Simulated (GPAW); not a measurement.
# Sr (Fm-3m) in GPAW: further runs

The runs below take Sr through band structure, with PBEsol.

Everything below comes from runs of GPAW 26.7.0. Logs are shortened: lines on timing, memory, paths and dates and some standing lists are left out, and cuts for length are marked. The log counts tension as positive stress, the text compression.

## 1. Starting point

It takes space group Fm-3m (No. 225, cubic). The conventional cell has a = 6.085 Å, b = 6.085 Å, c = 6.085 Å, α = 90.00°, β = 90.00°, γ = 90.00°. Around Sr (site symmetry m-3m) lie 12 Sr at 4.30 Å.

## 2. Band structure, PBEsol

run.py reads:

```python
from ase import Atoms
from ase.dft.bandgap import bandgap
from ase.io import write
from ase.units import GPa
from gpaw import GPAW, PW, setup_paths

setup_paths.insert(0, '.')

atoms = Atoms(['Sr'],
              cell=[[0.0, 3.04235, 3.04235],
                    [3.04235, 0.0, 3.04235],
                    [3.04235, 3.04235, 0.0]],
              scaled_positions=[[0.0, 0.0, 0.0]],
              pbc=True)

calc = GPAW(mode=PW(600),
            xc='PBEsol',
            kpts={'size': (8, 8, 8), 'gamma': True},
            occupations={'name': 'fermi-dirac', 'width': 0.05},
            nbands=12,
            convergence={'density': 1e-05, 'energy': 1e-05},
            maxiter=150,
            txt='gpaw.txt')
atoms.calc = calc
energy = atoms.get_potential_energy()
forces = atoms.get_forces()
stress = atoms.get_stress()
calc.write('gs.gpw')
write('result.traj', atoms)
print(f'Energy: {energy:.6f} eV')
print('Forces (eV/A):')
print(forces.round(4))
print('Stress (GPa):', (stress / GPa).round(3))
print('Fermi level:', round(calc.get_fermi_level(), 4), 'eV')
print(f'Gap: {bandgap(calc)[0]:.4f} eV, direct: {bandgap(calc, direct=True)[0]:.4f} eV')

path = atoms.cell.bandpath('GXWKGLUWLK,UX', npoints=100, eps=1e-4)
bs_calc = calc.fixed_density(kpts=path, symmetry='off', nbands=23,
                             convergence={'bands': 'CBM+6.0', 'eigenstates': 1e-6}, txt='bands.txt')
bs = bs_calc.band_structure()
bs.write('bs.json')
print(f'Gap on the path: {bandgap(bs_calc)[0]:.4f} eV')
```

Potentials or basis: PAW data sets generated in the run's folder for this functional, pw.

On the command line:

```bash
> gpaw-setup -f PBEsol Sr
> OMP_NUM_THREADS=1 python run.py
```

gpaw.txt:

```text
__  _  _
 | _ |_)|_||  |
 |__||  | ||/\| - 26.7.0

Input parameters:
  mode=PW(ecut=600.0),
  convergence={'density': 1e-05, 'energy': 1e-05},
  kpts=MonkhorstPack(size=(8, 8, 8), gamma=True),
  maxiter=150,
  nbands=12,
  occupations=Occupations(name='fermi-dirac', width=0.05),
  xc=XC(name='PBEsol')

Diagonalizing LCAO Hamiltonian
Converting LCAO to pw mode

       Sr

Atoms  # Å, Bohr magnetons
|   | symbol |        x |        y |        z |    initial magnetic moments |
|---|--------|----------|----------|----------|-----------------------------|
| 0 |     Sr | 0.000000 | 0.000000 | 0.000000 | ( 0.0000,  0.0000,  0.0000) |

Unit cell  # Å
| periodic |        x |        y |        z |  lengths |    angles |
|----------|----------|----------|----------|----------|-----------|
|      yes | 0.000000 | 3.042350 | 3.042350 | 4.302533 | 60.000000 |
|      yes | 3.042350 | 0.000000 | 3.042350 | 4.302533 | 60.000000 |
|      yes | 3.042350 | 3.042350 | 0.000000 | 4.302533 | 60.000000 |

Number of symmetries: 48
Symmetry operations  # r_c * U_cc + t_c -> r_c
|    | kind |            matrix            |
|----|------|------------------------------|
|  0 |  σ   |  1, 0, 0,  1, 0,-1,  1,-1, 0 |
|  1 |  C2  |  1, 0, 0,  1,-1, 0,  1, 0,-1 |
|  2 |  E   |  1, 0, 0,  0, 1, 0,  0, 0, 1 |
|  3 |  σ   |  1, 0, 0,  0, 0, 1,  0, 1, 0 |
|  4 |  C4  |  1, 0,-1,  1, 0, 0,  1,-1, 0 |
|  5 |  S6  |  1, 0,-1,  1,-1, 0,  1, 0, 0 |
|  6 |  σ   |  1, 0,-1,  0, 1,-1,  0, 0,-1 |
|  7 |  C3  |  1, 0,-1,  0, 0,-1,  0, 1,-1 |
|  8 |  S6  |  1,-1, 0,  1, 0, 0,  1, 0,-1 |
|  9 |  C4  |  1,-1, 0,  1, 0,-1,  1, 0, 0 |
| 10 |  C3  |  1,-1, 0,  0,-1, 1,  0,-1, 0 |
| 11 |  σ   |  1,-1, 0,  0,-1, 0,  0,-1, 1 |
| 12 |  σ   |  0, 1, 0,  1, 0, 0,  0, 0, 1 |
| 13 |  C4  |  0, 1, 0,  0, 1,-1, -1, 1, 0 |
| 14 |  C3  |  0, 1, 0,  0, 0, 1,  1, 0, 0 |
| 15 |  S6  |  0, 1, 0, -1, 1, 0,  0, 1,-1 |
| 16 |  C2  |  0, 1,-1,  1, 0,-1,  0, 0,-1 |
| 17 |  σ   |  0, 1,-1,  0, 1, 0, -1, 1, 0 |
| 18 |  S4  |  0, 1,-1,  0, 0,-1,  1, 0,-1 |
| 19 |  C4  |  0, 1,-1, -1, 1, 0,  0, 1, 0 |
| 20 |  C3  |  0, 0, 1,  1, 0, 0,  0, 1, 0 |
| 21 |  σ   |  0, 0, 1,  0, 1, 0,  1, 0, 0 |
| 22 |  S6  |  0, 0, 1,  0,-1, 1, -1, 0, 1 |
| 23 |  C4  |  0, 0, 1, -1, 0, 1,  0,-1, 1 |
| 24 |  S4  |  0, 0,-1,  1, 0,-1,  0, 1,-1 |
| 25 |  C3  |  0, 0,-1,  0, 1,-1,  1, 0,-1 |
| 26 |  C2  |  0, 0,-1,  0,-1, 0, -1, 0, 0 |
| 27 |  S6  |  0, 0,-1, -1, 0, 0,  0,-1, 0 |
| 28 |  S4  |  0,-1, 1,  1,-1, 0,  0,-1, 0 |
| 29 |  C4  |  0,-1, 1,  0, 0, 1, -1, 0, 1 |
| 30 |  C2  |  0,-1, 1,  0,-1, 0,  1,-1, 0 |
| 31 |  σ   |  0,-1, 1, -1, 0, 1,  0, 0, 1 |
| 32 |  C3  |  0,-1, 0,  1,-1, 0,  0,-1, 1 |
| 33 |  S6  |  0,-1, 0,  0, 0,-1, -1, 0, 0 |
| 34 |  S4  |  0,-1, 0,  0,-1, 1,  1,-1, 0 |
| 35 |  C2  |  0,-1, 0, -1, 0, 0,  0, 0,-1 |
| 36 |  C2  | -1, 1, 0,  0, 1, 0,  0, 1,-1 |
| 37 |  S6  | -1, 1, 0,  0, 1,-1,  0, 1, 0 |
| 38 |  S4  | -1, 1, 0, -1, 0, 1, -1, 0, 0 |
| 39 |  C3  | -1, 1, 0, -1, 0, 0, -1, 0, 1 |
| 40 |  S6  | -1, 0, 1,  0, 0, 1,  0,-1, 1 |
| 41 |  C2  | -1, 0, 1,  0,-1, 1,  0, 0, 1 |
| 42 |  C3  | -1, 0, 1, -1, 1, 0, -1, 0, 0 |
| 43 |  S4  | -1, 0, 1, -1, 0, 0, -1, 1, 0 |
| 44 |  C2  | -1, 0, 0,  0, 0,-1,  0,-1, 0 |
| 45 |  i   | -1, 0, 0,  0,-1, 0,  0, 0,-1 |
| 46 |  σ   | -1, 0, 0, -1, 1, 0, -1, 0, 1 |
| 47 |  C2  | -1, 0, 0, -1, 0, 1, -1, 1, 0 |

BZ-sampling:
  Number of BZ points: 512
  Number of IBZ points: 29

  Monkhorst-Pack size: [8, 8, 8]
  Monkhorst-Pack shift: [0.0625, 0.0625, 0.0625]

K-points  # in reciprocal-cell coordinates
|     |                                coordinates |     weight |
|-----|--------------------------------------------|------------|
|   0 | (  0.00000000,   0.00000000,   0.00000000) | 0.00195312 |
|   1 | (  0.12500000,   0.12500000,   0.00000000) | 0.01171875 |
|   2 | (  0.12500000,   0.12500000,   0.12500000) | 0.01562500 |
|   3 | (  0.25000000,   0.12500000,   0.12500000) | 0.02343750 |
|   4 | (  0.25000000,   0.25000000,   0.00000000) | 0.01171875 |
|   5 | (  0.25000000,   0.25000000,   0.12500000) | 0.04687500 |
|   6 | (  0.25000000,   0.25000000,   0.25000000) | 0.01562500 |
|   7 | (  0.37500000,   0.25000000,  -0.37500000) | 0.04687500 |
|   8 | (  0.37500000,   0.25000000,   0.12500000) | 0.04687500 |
|   9 | (  0.37500000,   0.25000000,   0.25000000) | 0.04687500 |
| ... |                                            |            |
|  28 | (  0.50000000,   0.50000000,   0.50000000) | 0.00781250 |

Plane wave coefficients: 1895
Cutoff: 600.0 eV

Spin-components: 1 (collinear spins)
Bands:           12
Projectors:      5
Spin-degeneracy: 2
Datatype:        complex128

Parallelization:
  kpt:    1
  domain: 1
  band:   1

Density:
  Valence electrons: 10.0
  Components: 1
  Grid points: [25 25 25]
  Charge: 0.0  # |e|

Potential:
  Grid points: [25 25 25]

species:
  Sr:
    name:    Strontium
    Z:       38.0
    valence: 10
    core:    28
    charge:  0.0  # [|e|]
    compensation charges:
      type: gauss
      rc: 0.40  # [Å]
      lmax: 2
    cutoffs:
      filter: 2.39  # [Å]
      core: 1.85  # [Å]
    projectors
    | kind |    occ | energy [eV] | rcut [Å] |
    |------|--------|-------------|----------|
    |   4s |  2.000 |     -40.857 |    1.291 |
    |   5s |  2.000 |      -3.535 |    1.291 |
    |   4p |  6.000 |     -22.811 |    1.291 |
    |    p |        |       4.401 |    1.291 |
    |    d |        |       0.000 |    1.254 |

    Using partial waves for Sr as LCAO basis

Reference energy: -86444.585645  # eV

eigensolver:
[... 26 lines left out ...]
convergence criteria:
- Maximum integral of absolute [dens]ity change: 1e-05 electrons / valence electron
- Maximum [total energy] change in last 3 cyles: 1e-05 eV / valence electron
- Maximum integral of absolute [eigenst]ate change: 4e-08 eV^2 / valence electron
maximum number of iterations: 150

SCF iterations
|iter     | |      energy | eigst |  dens |
|---------|-|-------------|-------|-------|
|iter:   1| |   -1.850129 | +0.17 |       |
|iter:   2| |   -1.913309 | -1.27 | -1.56 |
|iter:   3| |   -1.872289 | -2.36 | -1.55 |
|iter:   4| |   -1.872044 | -3.48 | -1.81 |
|iter:   5| |   -1.872498 | -3.95 | -1.90 |
|iter:   6| |   -1.872484 | -6.15 | -2.86 |
|iter:   7| |   -1.872484c| -7.11 | -3.63 |
|iter:   8| |   -1.872484c| -7.83c| -4.41 |
|iter:   9| |   -1.872483c| -8.89c| -5.31c|

Converged in 9 steps
Energy contributions relative to reference atoms: (reference = -86444.585645)

Energy contributions:
  Kinetic:          -1.811794
  Coulomb:           3.158783
  Zero:             -0.145280
  External:          0.000000
  Xc:               -3.069713
  Entropy:          -0.008959
  Spinorbit:         0.000000
  ----------------------------
  Free energy:      -1.876963
  Extrapolated:     -1.872483

dipole moment: (-23.943702, -23.943702, -23.943702)  # |e|*Ang

Fermi level: 3.320
Eigenvalues  # (at kpt = [0.000, 0.000, 0.000])
| band index |      eig [eV] | occ [0-2] |
|------------|---------------|-----------|
|          0 |       -33.220 |     2.000 |
|          1 |       -15.141 |     2.000 |
|          2 |       -15.141 |     2.000 |
|          3 |       -15.141 |     2.000 |
|          4 |        -0.284 |     2.000 |
|          5 |         5.667 |     0.000 |
|          6 |         5.667 |     0.000 |
|          7 |         5.667 |     0.000 |
|          8 |         7.099 |     0.000 |
|          9 |         7.099 |     0.000 |
|         10 |        10.284 |     0.000 |
|         11 |        12.278 |     0.000 |

No gap
No difference between direct/indirect transitions

Forces  # eV/Ang
|       x |       y |        z |
|---------|---------|----------|
| 0.00000 | 0.00000 | -0.00000 |  # Sr   0

Stress tensor  # eV/Ang^3
|         x |         y |         z |
|-----------|-----------|-----------|
|  0.005323 | -0.000000 | -0.000000 |
| -0.000000 |  0.005323 |  0.000000 |
| -0.000000 |  0.000000 |  0.005323 |

# Writing to gs.gpw (mode='')
```

It took 35 s on 1 thread of Arm Neoverse V2, shared host; peak memory 0.26 GiB.

Results:

* Free energy: -1.8770 eV
* Pressure: -0.9 GPa
* Band gap along the path: none (metal or under the smearing width)

Levels at the corners of the path, in eV from the Fermi level:
```tsv
point	band 3	band 4	band 5	band 6	band 7	band 8
Γ	-18.46	-18.46	-3.60	2.35	2.35	2.35
X	-18.53	-18.53	-0.58	0.40	1.00	4.81
W	-18.58	-18.53	0.12	0.64	0.64	2.19
K	-18.57	-18.51	-0.04	0.26	0.82	3.38
Γ	-18.46	-18.46	-3.60	2.35	2.35	2.35
L	-18.49	-18.49	-1.09	0.05	2.20	2.20
U	-18.57	-18.51	-0.04	0.26	0.82	3.38
W	-18.58	-18.53	0.12	0.64	0.64	2.19
L	-18.49	-18.49	-1.09	0.05	2.20	2.20
K	-18.57	-18.51	-0.04	0.26	0.82	3.38
U	-18.57	-18.51	-0.04	0.26	0.82	3.38
X	-18.53	-18.53	-0.58	0.40	1.00	4.81
```

## 3. Band structure, PBEsol, spin-orbit coupling, no magnetisation

Changes to run.py since step 2:

```diff
@@ -1 +1,2 @@
+import numpy as np
 from ase import Atoms
@@ -5,2 +6,3 @@
 from gpaw import GPAW, PW, setup_paths
+from gpaw.spinorbit import soc_eigenstates
 
@@ -42 +44,7 @@
 print(f'Gap on the path: {bandgap(bs_calc)[0]:.4f} eV')
+
+soc = soc_eigenstates(bs_calc, theta=0, phi=0)
+np.savetxt('soc_bands.dat', soc.eigenvalues(), fmt='%.4f')
+mesh = soc_eigenstates('gs.gpw', theta=0, phi=0)
+np.savetxt('soc_mesh.dat', mesh.eigenvalues(), fmt='%.4f')
+print('Fermi level with spin-orbit coupling:', round(mesh.fermi_level, 4), 'eV')
```

Potentials or basis: PAW data sets generated in the run's folder for this functional, pw.

On the command line:

```bash
> gpaw-setup -f PBEsol Sr
> OMP_NUM_THREADS=1 python run.py
```

Wall time 36 s (1 thread of Arm Neoverse V2, shared host); peak memory 0.29 GiB.

Results (log left out):

```yaml
Free_energy: -1.8770 eV
Pressure: -0.9 GPa
Band_gap_along_the_path: none (metal or under the smearing width)
```

Levels at the corners of the path, in eV from the Fermi level:
```csv
point,band 6,band 7,band 8,band 9,band 10,band 11,band 12,band 13,band 14,band 15
Γ,-18.06,-18.06,-18.06,-3.60,-3.60,2.33,2.33,2.33,2.33,2.37
X,-18.20,-18.13,-18.13,-0.58,-0.58,0.40,0.40,1.00,1.00,4.80
W,-18.19,-18.15,-18.15,0.12,0.12,0.61,0.61,0.67,0.67,2.19
K,-18.19,-18.14,-18.14,-0.04,-0.04,0.26,0.26,0.82,0.82,3.38
Γ,-18.06,-18.06,-18.06,-3.60,-3.60,2.33,2.33,2.33,2.33,2.37
L,-18.19,-18.08,-18.08,-1.09,-1.09,0.05,0.05,2.18,2.18,2.21
U,-18.19,-18.14,-18.14,-0.04,-0.04,0.26,0.26,0.82,0.82,3.38
W,-18.19,-18.15,-18.15,0.12,0.12,0.61,0.61,0.67,0.67,2.19
L,-18.19,-18.08,-18.08,-1.09,-1.09,0.05,0.05,2.18,2.18,2.21
K,-18.19,-18.14,-18.14,-0.04,-0.04,0.26,0.26,0.82,0.82,3.38
U,-18.19,-18.14,-18.14,-0.04,-0.04,0.26,0.26,0.82,0.82,3.38
X,-18.20,-18.13,-18.13,-0.58,-0.58,0.40,0.40,1.00,1.00,4.80
```

Caveat: spin-orbit coupling was added after a scalar SCF, so levels and gaps hold it while energy, forces, pressure and moments don't; this program's spin-orbit splittings come out too wide for heavy elements.
